**Question: Why do some of these silica vibrations absorb no infrared light at all?**

I use infrared spectra to follow silica in a process, and I have been given this calculated list of vibrations for a crystalline form of SiO₂.

Zone-centre optical phonons of SiO₂ (space group I-42d, 6 atoms in the primitive cell, conventional a = 4.984 Å, c = 7.336 Å), calculated with Ansatz 0.2.0 using PBEsol, PAW, a 420 eV plane-wave cutoff and a 6×6×6 k mesh. Each row is one level, with infrared intensity summed over its degenerate vibrations; frequencies are for zero macroscopic field.

| row | phonon frequency (cm⁻¹) | degeneracy | infrared intensity ((D/Å)²/amu) |
| --- | --- | --- | --- |
| 1 | 131.8 | 2 | 0.149 |
| 2 | 315.8 | 1 | 0 |
| 3 | 351.8 | 1 | 0 |
| 4 | 407.1 | 1 | 0 |
| 5 | 418.9 | 1 | 8.95 |
| 6 | 440.6 | 2 | 13.7 |
| 7 | 750.9 | 1 | 0 |
| 8 | 764.8 | 2 | 5.73 |
| 9 | 1052.6 | 1 | 30.9 |
| 10 | 1062.4 | 2 | 57.4 |
| 11 | 1101.5 | 1 | 0 |

I had assumed that the stiff, high-frequency vibrations absorb most strongly, and rows 9 and 10 seem to agree. But the highest vibration of all, row 11, has zero intensity, and so have four others. Row 8 absorbs too, but less than row 6, which lies far below it. Is there a rule behind this, and which rows really break it?

**Answer**

There is a rule, but it concerns symmetry and not frequency. Light drives a vibration only if the atomic motion changes the electric dipole of the cell, and the infrared intensity measures the square of that change. A stiff vibration whose local dipoles cancel is invisible, however high its frequency. Once the cancellations are sorted out, your five zeros are regular, and the rows that break the pattern turn out to be rows 8 and 1, which absorb although a simple picture of the network says that they should be dark.

**Which levels may absorb**

The degeneracy in the table is the number of independent vibrations that share one frequency. The crystal has a special axis, z, and two equivalent directions, x and y, at right angles to it. A vibration with a dipole along x must have a twin with a dipole along y at the same frequency, so in-plane absorption belongs to double levels. A single level can absorb only through a dipole along z.

For a single level there are two tests. One symmetry operation is a quarter turn about z combined with a reflection through the plane; another is a half turn about an axis lying in the plane. Each reverses a dipole along z, so an absorbing single vibration must change sign under both. Four combinations of signs are possible, and only one of them absorbs.

Double levels have no such choice. This symmetry group, D₂d, has just one kind of double level, and it behaves exactly like the pair of directions x and y. Every double level is therefore allowed to absorb, though symmetry does not say how strongly. That is why all the zeros in the table belong to single levels.

The number of levels of each kind follows from how the atoms are exchanged by the symmetry operations. Two silicon and four oxygen atoms have 18 independent displacements, three of which merely shift the whole crystal. The standard count of the rest gives four double levels and seven single ones, of which two pass both tests. This leaves five silent levels, as in the table.

**Why the highest level is silent**

Each oxygen bridges two silicon atoms. In one kind of stretching vibration it moves along the line between them, towards one and away from the other. The calculation gives oxygen an effective charge of about −2.9 electron charges for this motion, against about −1.0 for motion across the line. Since intensity goes as the square, such stretching is by far the better way to make a dipole, and this fits the strength of rows 9 and 10.

Four oxygen atoms provide four such stretching motions, and the table has four vibrations above 1000 cm⁻¹: one in row 9, two in row 10 and one in row 11. Look at the four oxygens around one silicon. If two move inwards and two outwards, their dipoles add up to a net dipole, and there are three independent ways of doing this, one for each direction in space. If all four move inwards together, the dipoles point outwards, because the oxygens are negative, towards the four corners of a tetrahedron, and they cancel.

Row 11 is naturally explained as this last motion. The displacement patterns were not available to me, so the assignment rests on the count and on symmetry. It shows why a high frequency is no guarantee of absorption: the bonds can be stretched just as hard while the dipoles cancel.

**A simple model for the intensities**

The structure can be seen as a distorted version of a more symmetric, cubic network in which every Si–O–Si bridge is straight. There x, y and z are equivalent, so each absorbing level is threefold, with the same intensity in each direction. The cubic network has only two such levels. If the distortion did no more than separate z from x and y, each would become a single level of intensity $I$ and a double level of intensity $2I$, and everything else would stay dark.

Rows 5 and 6 form one such pair and rows 9 and 10 the other, judging by their closeness in frequency. I take the intensities of the single levels, rows 5 and 9, as input and predict the rest. For row 10 the estimate is $2 \times 30.9 = 61.8$ (D/Å)²/amu. The calculated value is 57.4, which is 7 % below the estimate.

So row 10 looks nearly twice as strong as row 9 mainly because it contains two vibrations; each of them is slightly weaker than row 9. The same estimate for row 6 is poorer, with the calculated intensity 23 % below it. Rows 8 and 1 fail in kind: the model gives both of them zero, whereas the calculation gives 5.73 and 0.149. In absolute size the miss for row 1 is much smaller than those for rows 6 and 10.

**What lights up the dark levels**

In the cubic network the midpoint of each straight bridge is an inversion centre: reflect every atom through it and the crystal looks the same. In the real cell of this calculation, neighbouring SiO₄ tetrahedra are turned in opposite senses about z. This tilt pushes each oxygen sideways off the line between its silicon neighbours and bends the bridge by roughly 35° from straight. The inversion centre is lost, and with it the protection of some dark vibrations.

Carbon dioxide shows the principle in a single molecule. In its symmetric stretch both oxygens move outwards together, and in the straight molecule their dipoles cancel. If the molecule is held bent, the two dipoles no longer point in opposite directions, and a net dipole remains that grows in proportion to a small bend. The comparison ends at the single bridge: in the crystal the dipoles of several bridges must still be added, and for some vibrations they cancel even though every bridge is bent.

The cubic network has two dark threefold levels, and each of them also splits into a single and a double level. The single ones fail the sign tests and stay silent. The double ones are now of the same kind as the absorbing double levels, so their motions can mix. The tilt also changes the effective charges of the atoms, and both effects can give these levels a dipole. These are the two extra double levels in your table, rows 8 and 1.

**Why row 8 gains so much more than row 1**

Each vibration in row 8 is nearly forty times as strong as each one in row 1. Inversion symmetry offers a reason. The two dark levels of the cubic network differ in parity: inversion leaves one motion unchanged (even) and reverses the other (odd). It also reverses both the tilt and any dipole.

Take the even vibration first. Inverting the whole crystal reverses the tilt and the dipole but leaves the vibration as it was. The dipole per unit of motion must therefore change sign with the tilt, so it starts in direct proportion to it. For the odd vibration, motion and dipole reverse together, so the dipole per unit of motion is the same for either sense of the tilt. Being zero without a tilt, it can start only with the square of the tilt.

Row 8 is probably the even case. It lies just above the silent row 7, which would be its single partner. Row 1 would then be the odd case, a turning of the tetrahedra about axes in the plane; such motion carries the oxygens sideways and should hardly stretch the bonds, which suits its low frequency. This assignment is likely but unproven without the displacement patterns, and the tilt is large enough for the argument to be a guide to the order of the effects and not a formula for their size.

The cell is also about 4 % longer along z than a cubic shape would be. A stretch of this kind keeps the inversion centre, so by itself it cannot light up an even vibration. It can give an odd one a little intensity and may contribute to row 1. The table cannot separate the two contributions there.

**Where the intensity comes from**

The total intensity for a given field direction is fixed by the effective charges and masses of the atoms, whatever the frequencies are. For a field along x it is shared among the four double levels only, so whatever rows 8 and 1 hold is missing from rows 6 and 10. This accounts for most of the amount by which rows 6 and 10 together fall below the model.

The sums show the sizes. For a field along x, rows 6 and 10 together have 4.3 (D/Å)²/amu less than their single partners have along z, while rows 8 and 1 contribute 2.9. About two thirds of the deficit thus reappears in the two extra levels. The remaining 1.4 is the difference between the totals for z and x, because the effective charges are not quite the same in the two directions. No untilted cell was calculated, so this compares directions within one crystal and does not follow the transfer itself.

**How to use this on a spectrum**

Begin with the symmetry, then compare intensities per vibration, and only then think about frequency. A missing band does not mean a missing vibration. The list of silent levels holds for this crystal form only: quartz has a different symmetry and silica glass has no crystal symmetry at all, so neither need follow it. In the same network with straighter bridges and a cell closer to cubic, theory says that rows 8 and 1 should fade and the pairs approach the ratio of one to two; if row 8 is indeed the even case, half the tilt should leave it roughly a quarter of its intensity.

Two cautions apply when you compare with measured bands. The frequencies hold for zero macroscopic electric field, and in films or small particles strong bands such as rows 9 and 10 can appear at higher frequencies. Those two rows are also only 9.8 cm⁻¹ apart in this PBEsol calculation. Its convergence with the basis was not reported, and it used PAW datasets made for another functional, PBE, so I would not build an identification on that small gap. Functionals of this type can also misplace whole bands by a few per cent, which means tens of cm⁻¹ at these frequencies.
